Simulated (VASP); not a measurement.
Wanted: the native input for a VASP 6.6.1 run.

| Quantity | Value |
| --- | --- |
| Task | single point |
| Functional | PBE |
| Potentials or basis | VASP PAW PBE potentials, release 64 (Ag) |
| Cutoff | 520 eV |
| k mesh | 11 × 11 × 11 |
| Occupations | gaussian, width 0.026 eV |
| Spin | no spin polarisation |
| Further INCAR settings | ALGO = Normal; EDIFF = 1e-06; NBANDS = 12 |

The structure of Ag lies in POSCAR:

```
Ag
1.0
    0.0000000000      2.0427500000      2.0427500000
    2.0427500000      0.0000000000      2.0427500000
    2.0427500000      2.0427500000      0.0000000000
Ag
1
Direct
    0.0000000000      0.0000000000      0.0000000000
```

The input as run:

INCAR

```
SYSTEM = Ag
PREC     = Accurate       ! precision mode
ENCUT    = 520            ! plane-wave cutoff, eV
EDIFF    = 1E-6           ! SCF threshold, eV
ISMEAR   = 0              ! smearing method
SIGMA    = 0.026000000000000002 ! smearing width, eV
LREAL    = .FALSE.        ! projectors in reciprocal space
LASPH    = .TRUE.         ! aspherical terms in the spheres
NELM     = 100            ! most SCF steps
ALGO     = Normal         ! electronic algorithm
ISIF     = 2              ! what is computed and relaxed
LWAVE    = .FALSE.        ! write WAVECAR
LCHARG   = .FALSE.        ! write CHGCAR
GGA      = PE             ! functional
NBANDS   = 12             ! bands
```

KPOINTS

```
Automatic mesh
0
G
  11 11 11
  0 0 0
```

Potentials or basis: VASP PAW PBE potentials, release 64 (Ag).

The run is started by

```console
$ cat potpaw_PBE.64/Ag/POTCAR > POTCAR
$ mpirun -np 1 vasp_std > vasp.out
```

It gave:

| Property | Result |
| --- | --- |
| Pressure | 4.1 GPa |
| Band gap on the k mesh | none (metal or under the smearing width) |

It took 10 s on 1 thread of Intel(R) Xeon(R) Platinum 8259CL CPU @ 2.50GHz (Skylake/Cascade Lake) (shared host), peak memory 0.14 GiB.
